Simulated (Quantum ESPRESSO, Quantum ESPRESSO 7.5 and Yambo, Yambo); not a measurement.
# Beyond one shot: AlN (F-43m)

Wanted: G0W0 and self-consistent gaps of AlN (F-43m), with the cost of the cycles.

Program: Quantum ESPRESSO 7.5 and Yambo 5.3.0. Level of theory: PBE and many-body steps on it, plane waves. Results are calculated unless marked as measured.

### Step 1. Set-up

It takes space group F-43m (No. 216, cubic). The conventional cell has a = 4.368 Å, b = 4.368 Å, c = 4.368 Å, α = 90.00°, β = 90.00°, γ = 90.00°. Nearest to Al lie 4 N at 1.89 Å. N has 4 Al at 1.89 Å nearest. Farther neighbours and most contacts between anions are not listed.

The cell and positions are those that the Materials Project relaxed with its own functionals (PBE, PBE+U or r2SCAN), kept fixed. This is not the form that AlN usually takes at ambient conditions.

### Step 2. Empty states on the mesh, 4×4×4 mesh, 51 bands

This step: Quantum ESPRESSO 7.5; DFT, PBE, plane waves, norm-conserving pseudopotentials.

The sums over transitions need many empty states on a uniform mesh; this step solves for them.

Contents of pw.in:

```
&control
  calculation = 'nscf'
  prefix = 'x'
  outdir = 'o'
  pseudo_dir = 'pseudo'
/
&system
  ibrav = 0
  nat = 2
  ntyp = 2
  ecutwfc = 72.0
  nbnd = 51
  force_symmorphic = .true.
/
&electrons
  conv_thr = 1e-9
  electron_maxstep = 80
  diago_full_acc = .true.
  diago_thr_init = 5e-6
/
ATOMIC_SPECIES
  Al 26.982 Al.upf
  N 14.007 N.upf
CELL_PARAMETERS angstrom
  -0.0000000000 2.1839935596 2.1839935596
  2.1839935596 -0.0000000000 2.1839935596
  2.1839935596 2.1839935596 -0.0000000000
ATOMIC_POSITIONS crystal
  Al 0.0000000000 0.0000000000 0.0000000000
  N 0.7500000000 0.7500000000 0.7500000000
K_POINTS automatic
  4 4 4 0 0 0
```

Launch:

```bash
$ OMP_NUM_THREADS=1 mpirun -n 8 pw.x -nk 4 -in pw.in > pw.out
```

The program printed:

```text
Program PWSCF v.7.5 starts

     This program is part of the open-source Quantum ESPRESSO suite
     for quantum simulation of materials; please cite
         "P. Giannozzi et al., J. Phys.:Condens. Matter 21 395502 (2009);
         "P. Giannozzi et al., J. Phys.:Condens. Matter 29 465901 (2017);
         "P. Giannozzi et al., J. Chem. Phys. 152 154105 (2020);
     in publications or presentations arising from this work. More details at

     Atomic positions and unit cell read from directory:
     o/x.save/

     Message from routine setup:
[...]
91.8324  91.8324  92.3060

          k =-0.3536-0.3536 0.3536 (  1458 PWs)   bands (ev):

[...]
66.7775  71.3619  72.8126  74.8721  74.8721  77.2795  77.2795  78.2690
    82.0128  85.8657  85.8657  88.7863  88.7863  91.6992  91.6992  92.8200
    93.8518  93.8518  94.5716

          k = 0.3536 0.0000 0.0000 (  1475 PWs)   bands (ev):

     [... further k-points ...]

     highest occupied, lowest unoccupied level (ev):     6.9565   10.2814

     XML data file, pseudopotentials, collected wavefunctions

=------------------------------------------------------------------------------=
   JOB DONE.
=------------------------------------------------------------------------------=
```

Run time: 1.2 s. Hardware: 8 MPI ranks of Arm Neoverse V1, shared host; peak memory 0.05 GiB; 8.7 s of CPU time.

Numbers from this step:

```
gap                                                           : 3.325 eV
k of the valence top                                          : 0, 0, 0
k of the conduction bottom                                    : 0, -0.5, -0.5
least direct gap                                              : 4.192 eV
k points computed                                             : 8
lowest point of the top converged band, above the valence top : 80.5799 eV
```

On this mesh the gap is 3.325 eV.

The density comes from a self-consistent run that is not shown.

### Step 3. Conversion and set-up

This step: Yambo 5.3.0; conversion and set-up on PBE, plane waves, norm-conserving pseudopotentials.

The states are converted to the many-body program's format and the q mesh is built.

Launch:

```bash
$ (cd o/x.save; p2y > p2y.log; mv SAVE ../..); yambo > setup.log
```

The program printed:

```text
 Yambo, version 5.3.0

 [02] CORE Variables Setup
 =========================

  [02.01] Unit cells
  ==================

  Cell kind             :  FCC
  Atoms in the cell     :  Al  N
  number of Al atoms    :  1
  number of N  atoms    :  1

  List of atomic masses
  Mass of Al    :  26.98200
  Mass of N     :  14.00700

  List of atomic coordinates    : [cc]
  Al1       :  0.000000  0.000000  0.000000  order 1
  N1       :  6.190725  6.190725  6.190725  order 2

  Alat factors          :  4.127150  4.127150  4.127150 [a.u.]
  Direct lattice volume :  140.5985 [a.u.]
[...]
==========================================

 IBZ Q-points                                      :   8
 BZ  Q-points                                      :   64

 K/Q-points units:
 rlu = crystal or reduced units; cc = cartesian coordinates; iku = interal k-units

 Q [1]          [rlu]:  0.000000  0.000000  0.000000
 Q [2]          [rlu]: -0.52978E-17 -0.52978E-17  0.25000
 Q [3]          [rlu]:  0.10596E-16  0.10596E-16 -0.50000
[...]
Q [7]          [rlu]: -0.39890E-16 -0.50000     -0.50000
 Q [8]          [rlu]:  0.250000 -0.500000 -0.250000

  [03.01] X indexes
  =================

   [03.01.01] Sigma indexes
   ========================

 [06] Game Over & Game summary
```

Wall time 2 s (1 MPI rank); peak memory 0.23 GiB.

### Step 4. G0W0

G0W0 replaces the xc potential by the self-energy, built once from these orbitals. Only a window of levels is corrected, while the sums run over the empty bands that the input names.

This step: G0W0 on PBE, plane waves, norm-conserving pseudopotentials.

Contents of gw1.in:

```
HF_and_locXC
gw0
dyson
ppa
em1d
rim_cut
RandQpts= 1000000
RandGvec= 1 RL
EXXRLvcs= 72 Ry
VXCRLvcs= 288 Ry
Chimod= "HARTREE"
% BndsRnXp
 1 | 51 |
%
NGsBlkXp= 9.5 Ry
% LongDrXp
 1 | 1 | 1 |
%
% GbndRnge
 1 | 51 |
%
DysSolver= "n"
ExtendOut
PPAPntXp= 27.21138 eV
% QPkrange
 1 | 8 | 2 | 8 |
%
```

Launch:

```bash
$ OMP_NUM_THREADS=1 mpirun -n 8 yambo -F gw1.in -J gw1 -C gw1 > gw1.log
```

The program printed:

```text
 Yambo, version 5.3.0

 [02] CORE Variables Setup
 =========================

  [... cell, symmetries and grids as in the set-up ...]

  [02.05] Energies & Occupations
  ==============================

  [X] === General ===
  [X] Electronic Temperature                        :  0.000000  0.000000 [eV K]
  [X] Bosonic    Temperature                        :  0.000000  0.000000 [eV K]
  [X] Finite Temperature mode                       : no
  [X] El. density                                   :  0.38398E+24 [cm-3]
  [X] Fermi Level                                   :  6.956541 [eV]

  [X] === Gaps and Widths ===
  [X] Conduction Band Min                           :  3.324859 [eV]
  [X] Valence Band Max                              :  0.000000 [eV]
  [X] Filled Bands                                  :   4
  [X] Empty Bands                                   :    5   51
  [X] Direct Gap                                    :  4.192097 [eV]
  [X] Direct Gap localized at k                     :  1
  [X] Indirect Gap                                  :  3.324859 [eV]
  [X] Indirect Gap between kpts                     :   1   7
  [X] Last valence band width                       :  2.697200 [eV]
  [X] 1st conduction band width                     :  4.489928 [eV]

 [03] Transferred momenta grid and indexing
 ==========================================

 IBZ Q-points                                      :   8
 BZ  Q-points                                      :   64

 K/Q-points units:
 rlu = crystal or reduced units; cc = cartesian coordinates; iku = interal k-units

 Q [1]          [rlu]:  0.000000  0.000000  0.000000
 Q [2]          [rlu]: -0.52978E-17 -0.52978E-17  0.25000
 Q [3]          [rlu]:  0.10596E-16  0.10596E-16 -0.50000
 Q [4]          [rlu]:  0.19945E-16  0.25000      0.25000
 Q [5]          [rlu]:  0.25178E-16  0.25000      0.50000
 Q [6]          [rlu]:  0.10596E-16  0.25000     -0.25000
 Q [7]          [rlu]: -0.39890E-16 -0.50000     -0.50000
 Q [8]          [rlu]:  0.250000 -0.500000 -0.250000

 [04] Coloumb potential Random Integration (RIM)
 ===============================================

  [04.01] RIM initialization
  ==========================

  * Diagonal components only detected *

  8 x (sBL volume)        :  0.220531 [a.u.]
  sBZ random points       :  1000000
  Points outside the sBZ  :   7987327
  RL volume               :  1.764245 [a.u.]
  Integrated volume       :  1.767044 [a.u.]

  [04.02] RIM integrals
  =====================

  Gamma point sphere radius             :  0.109591 [a.u.]
  Points outside the sphere             :   799513
  [Int_sBZ(q=0) 1/q^2]*(Vol_sBZ)^(-1/3) =:  7.764325
                                 should be <:  7.795600

  Summary of Coulomb integrals for non-metallic bands |Q|[au] RIM/Bare

  Q [1] 0.100000E-4 0.995988 * Q [2] 0.329610 1.065884
  Q [4] 0.380601 1.064810 * Q [6] 0.538251 1.027704
  Q [5] 0.631155 1.020409 * Q [3] 0.659220 1.018308
  Q [7] 0.761202 1.014905 * Q [8] 0.851049 1.011860

 [05] Dipoles
 ============

  [05.01] Setup: observables and procedures
  =========================================

 [06] Dynamic Dielectric Matrix (PPA)
 ====================================

 [SLK-Inversion]  Pools        :  2
 [SLK-Inversion]  BLACS grid   :  2  2

 [WR./gw1//ndb.pp]---------------------------------------------------------------
  Brillouin Zone Q/K grids (IBZ/BZ)                :    8   64    8   64
  RL vectors                                       :  1917 [WF]
  Coulomb cutoff potential                         : none
  Electronic Temperature                           :  0.000000 [K]
  Bosonic    Temperature                           :  0.000000 [K]
  PPA    diel. fun.  energies                      : Perdew, Burke & Ernzerhof(X)+Perdew, Burke & Ernzerhof(C)
  wavefunctions                                    : Perdew, Burke & Ernzerhof(X)+Perdew, Burke & Ernzerhof(C)
  Global Gauge                                     : length
  X matrix size                                    :   89
  X band range                                     :    1   51
  X e/h energy range                               : -1.000000 -1.000000 [eV]
  X Time ordering                                  : R
  X Hxc Kernel                                     : HARTREE
  X Drude frequency                                :  0.000000  0.000000
  X poles                                          :  100.0000 [o/o]
  RL vectors in the sum                            :  1917
  [r,Vnl] included                                 : yes
  Field direction                                  :  0.577350E-5  0.577350E-5  0.577350E-5
  BZ energy Double Grid                            : no
  BZ energy DbGd points                            : 0
  BZ Q point size factor                           : -1.000000
  X Optical Averaged directions                    : none

 [07] Local Exchange-Correlation + Non-Local Fock
 ================================================

 [VXC] Plane waves :  11575
 [EXS] Plane waves :  1471

 QP @ state[ 1 ] K range:   1   8
 QP @ state[ 1 ] b range:   2   8

 [xc] Functional : Perdew, Burke & Ernzerhof(X)+Perdew, Burke & Ernzerhof(C)
 [xc] LIBXC used to calculate xc functional
  PP Number of Atomic Species                      :  2
  NLCC RL compoments                               :  11575
  PP Number of Atomic Species                      :  2
  NLCC RL compoments                               :  11575

 [xc] E_xc :  -3.460990 [Ha]
      E_xc :  -6.921979 [Ry]

  Local XC kind (lXC) : Perdew, Burke & Ernzerhof(X)+Perdew, Burke & Ernzerhof(C)
  Non-Local XC kind (nlXC) : Hartree-Fock

  Corrections @ K [1] :  [eV]
 <2|nlXC|2> = -20.93502  0.37260E-17 <2|lXC|2> = -16.96897 -0.54255E-21
 <3|nlXC|3> = -20.93513 -0.15425E-16 <3|lXC|3> = -16.96897  0.70806E-16
 <4|nlXC|4> = -20.93519  0.15625E-16 <4|lXC|4> = -16.96897 -0.12298E-21
 <5|nlXC|5> = -7.926791  0.13679E-17 <5|lXC|5> = -12.51951  0.94408E-16
 <6|nlXC|6> = -4.085065 -0.11668E-17 <6|lXC|6> = -9.879197 -0.18882E-15
 <7|nlXC|7> = -4.084745  0.19490E-17 <7|lXC|7> = -9.879196  0.15763E-19
[...]
Corrections @ K [2] :  [eV]
[...]
Corrections @ K [3] :  [eV]
[...]
Corrections @ K [4] :  [eV]
[...]
Corrections @ K [5] :  [eV]
[...]
[... 2 further k-points ...]
  Corrections @ K [8] :  [eV]
[...]
<6|nlXC|6> = -5.992991  0.40365E-19 <6|lXC|6> = -12.02057  0.11801E-15
 <7|nlXC|7> = -4.137182  0.24818E-17 <7|lXC|7> = -10.20253 -0.23602E-15
 <8|nlXC|8> = -6.797686  0.32557E-17 <8|lXC|8> = -13.55427 -0.38354E-16

  [07.01] Hartree-Fock occupations report
  =======================================

  [Hartree-Fock] === General ===
  [Hartree-Fock] Electronic Temperature             :  0.000000  0.000000 [eV K]
  [Hartree-Fock] Bosonic    Temperature             :  0.000000  0.000000 [eV K]
  [Hartree-Fock] Finite Temperature mode            : no
  [Hartree-Fock] El. density                        :  0.38398E+24 [cm-3]
  [Hartree-Fock] Fermi Level                        :  6.956541 [eV]

  [Hartree-Fock] === Gaps and Widths ===
  [Hartree-Fock] Conduction Band Min                :  7.563402 [eV]
  [Hartree-Fock] Valence Band Max                   : -3.966225 [eV]
  [Hartree-Fock] Filled Bands                       :   4
  [Hartree-Fock] Empty Bands                        :    5   51
  [Hartree-Fock] Direct Gap                         :  12.75104 [eV]
  [Hartree-Fock] Direct Gap localized at k          :  1
  [Hartree-Fock] Indirect Gap                       :  11.52963 [eV]
  [Hartree-Fock] Indirect Gap between kpts          :   1   7
  [Hartree-Fock] Last valence band width            :  3.256584 [eV]
  [Hartree-Fock] 1st conduction band width          :  5.775858 [eV]

 [08] Dyson equation: Newton solver
 ==================================

  [08.01] G0W0 (W PPA)
  ====================

  [  GW  ] Bands range     :    1   51
  [GW/PPA] G damping       :  0.100000 [eV]

  QP @ state[ 1 ] K range:   1   8
  QP @ state[ 1 ] b range:   2   8

   Sc/G bands                                       :    1   51
   Sc/G damping                                     :  0.100000 ev
   Sc bands terminator                              : no
   Sx RL components                                 :  1471

   QP @ state[ 1 ] K range                          :   1   8
   QP @ state[ 1 ] b range                          :   2   8
   GF energies kind                                 : Perdew, Burke & Ernzerhof(X)+Perdew, Burke & Ernzerhof(C)
   GF WF`s kind                                     : Perdew, Burke & Ernzerhof(X)+Perdew, Burke & Ernzerhof(C)
   Xs energies kind                                 : Perdew, Burke & Ernzerhof(X)+Perdew, Burke & Ernzerhof(C)
   Xs WF`s kind                                     : Perdew, Burke & Ernzerhof(X)+Perdew, Burke & Ernzerhof(C)

 [11] Game Over & Game summary
```

It took 20 s on 8 MPI ranks; peak memory 2.3 GiB.

This step gave:

| Property | Result |
| --- | --- |
| G0W0 gap on the mesh | 4.350 eV |
| starting gap on the mesh | 3.325 eV |
| k of the valence top | 0, 0, 0 |
| k of the conduction bottom | 0, -0.5, -0.5 |
| least direct G0W0 gap on the computed points | 5.509 eV |
| Z at the valence top | 0.7938 |
| Z at the conduction bottom | 0.8391 |

The gap on the mesh goes from 3.32 eV to 4.35 eV, a correction of +1.03 eV.

### Step 5. evGW0, cycle 1

This step: evGW0 on PBE, plane waves, norm-conserving pseudopotentials.

gw2.in, as its differences from gw1.in of step 4:

```diff
@@ -27 +27,2 @@
 %
+GfnQPdb= "E < ./gw1/ndb.QP"
```

Launch:

```bash
$ OMP_NUM_THREADS=1 mpirun -n 8 yambo -F gw2.in -J gw2,gw1_W -C gw2 > gw2.log
```

The program printed:

```text
 Yambo, version 5.3.0

 [02] CORE Variables Setup
 =========================

  [... cell, symmetries and grids as in the set-up ...]

  [02.05] Energies & Occupations
  ==============================

  [X] === General ===
  [X] Electronic Temperature                        :  0.000000  0.000000 [eV K]
  [X] Bosonic    Temperature                        :  0.000000  0.000000 [eV K]
  [X] Finite Temperature mode                       : no
  [X] El. density                                   :  0.38398E+24 [cm-3]
  [X] Fermi Level                                   :  6.956541 [eV]

  [X] === Gaps and Widths ===
  [X] Conduction Band Min                           :  3.324859 [eV]
  [X] Valence Band Max                              :  0.000000 [eV]
  [X] Filled Bands                                  :   4
  [X] Empty Bands                                   :    5   51
  [X] Direct Gap                                    :  4.192097 [eV]
  [X] Direct Gap localized at k                     :  1
  [X] Indirect Gap                                  :  3.324859 [eV]
  [X] Indirect Gap between kpts                     :   1   7
  [X] Last valence band width                       :  2.697200 [eV]
  [X] 1st conduction band width                     :  4.489928 [eV]

 [03] Transferred momenta grid and indexing
 ==========================================

 IBZ Q-points                                      :   8
 BZ  Q-points                                      :   64

 K/Q-points units:
 rlu = crystal or reduced units; cc = cartesian coordinates; iku = interal k-units

 Q [1]          [rlu]:  0.000000  0.000000  0.000000
 Q [2]          [rlu]: -0.52978E-17 -0.52978E-17  0.25000
 Q [3]          [rlu]:  0.10596E-16  0.10596E-16 -0.50000
[...]
[G+QP] Direct Gap localized at k                  :  1
  [G+QP] Indirect Gap                               :  4.350223 [eV]
  [G+QP] Indirect Gap between kpts                  :   1   7
  [G+QP] Last valence band width                    :  3.149181 [eV]
  [G+QP] 1st conduction band width                  :  5.012056 [eV]

  [coarse-grid] Minimum Bare Gap        [ev]:  3.324859
  [coarse-grid] Minimum Gap Correction  [ev]:  1.025364

  Eqp @ K [1]
   -16.9678      0.00000    -0.146656E-3 -0.252724E-3   5.50852      13.9162      13.9164      13.9163
  Eqp @ K [2]
  -16.00581  -3.71740  -0.30413  -0.30434   7.95290  12.55365  13.69278  13.69293
  Eqp @ K [3]
  -14.64909  -6.61332  -0.57082  -0.57130   8.72946  11.66340  12.48261  12.48266
  Eqp @ K [4]
  -15.69302  -3.25732  -1.17193  -1.17239   7.33828  11.63300  13.08461  15.55794
  Eqp @ K [5]
  -14.34609  -5.41976  -2.70659  -1.42297   7.16657  11.61291  13.94195  14.94150
  [... 2 further k-points ...]
  Eqp @ K [8]
  -13.86689  -4.31253  -3.96630  -3.14943   7.49582  13.16889  13.28032  14.10371

 [07] Dipoles
 ============

  [07.01] Setup: observables and procedures
  =========================================

 [08] Dynamic Dielectric Matrix (PPA)
 ====================================

   Sc/G bands                                       :    1   51
   Sc/G damping                                     :  0.100000 ev
   Sc bands terminator                              : no
   Sx RL components                                 :  1471

   QP @ state[ 1 ] K range                          :   1   8
   QP @ state[ 1 ] b range                          :   2   8
   GF energies kind                                 : Perdew, Burke & Ernzerhof(X)+Perdew, Burke & Ernzerhof(C)+ E < ./gw1/ndb.QP + @E Fit
   GF WF`s kind                                     : Perdew, Burke & Ernzerhof(X)+Perdew, Burke & Ernzerhof(C)
   Xs energies kind                                 : Perdew, Burke & Ernzerhof(X)+Perdew, Burke & Ernzerhof(C)
   Xs WF`s kind                                     : Perdew, Burke & Ernzerhof(X)+Perdew, Burke & Ernzerhof(C)

 [13] Game Over & Game summary
```

Elapsed: 17 s, on 8 MPI ranks; peak memory 2.2 GiB.

Numbers from this step:

```yaml
quasiparticle_gap_on_the_mesh: 4.497 eV
gap_of_the_density_functional_on_the_mesh: 3.325 eV
k_of_the_valence_top: 0, 0, 0
k_of_the_conduction_bottom: 0, -0.5, -0.5
least_direct_quasiparticle_gap_on_the_computed_points: 5.683 eV
z_at_the_valence_top: 0.7983
z_at_the_conduction_bottom: 0.8502
```

Against G0W0 in Yambo (4×4×4 mesh, 51 bands, screening to 129.3 eV, Godby-Needs plasmon pole), the gap moves by +0.147 eV.

The program's own table gives 4.650 eV, which is too large where the input levels are shifted: this version takes Σc at the unshifted level E₀, yet steps from the shifted one. The value above is the Newton step from E₀, E₀ + Z(Σc + Σx − Vxc), rebuilt from the printed columns.

(Part 1 of 2 ends here.)

[Paths, hosts, dates, memory and timing lines, banners, echoed tables and standing remarks are left out of the program output.]

[Logs are printed without paths, hosts, clocks, repeated set-up lines and the standing remarks that a program may print on its own settings, such as how far it seeks lower states.]

[Runs of the session that timed out or met a known fault of the program may be left out.]

[Hosts, paths, dates, database ids (printed as entryN), source tags and the programs' standing remarks are cut or masked in the printed files.]
